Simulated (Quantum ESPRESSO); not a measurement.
# Nb in Quantum ESPRESSO: the effect of functional

Nb:

```
Nb
1.0
    -1.66395    1.66395    1.66395
     1.66395   -1.66395    1.66395
     1.66395    1.66395   -1.66395
Nb
1
Direct
  0.00000 0.00000 0.00000
```

Alike in all runs:

| Quantity | Value |
| --- | --- |
| Program | Quantum ESPRESSO 7.5 |
| Task | phonons |
| Cutoff | 612 eV |
| Density cutoff | 4898 eV |
| k mesh | 11 × 11 × 11 |
| Occupations | cold, width 0.2 eV |
| Spin | no spin polarisation |

Each run relaxes the cell or the atoms first.

```tsv
functional	potentials or basis	relaxed volume (Å³/atom)	highest phonon frequency (cm⁻¹)
LDA	GBRV 1.5 LDA	17.14	152
PBE	GBRV 1.5 PBE	18.15	142
PBEsol	GBRV 1.5 PBEsol	17.53	138
PW91	GBRV 1.5 PBE	?	?
AM05	GBRV 1.5 PBE	17.52	141
RPBE	GBRV 1.5 PBE	18.45	145
vdW-DF-cx	GBRV 1.5 PBE	17.60	139
```

Task: What does the run with functional PW91 give?

Result: Relaxed volume 18.14 Å³/atom; highest phonon frequency 135 cm⁻¹.

Caveats: the q point doesn't lie on the k mesh, which can shift a metal's frequencies strongly unless the mesh is converged; the potentials were made for another functional, which shifts forces and pressure (some runs).
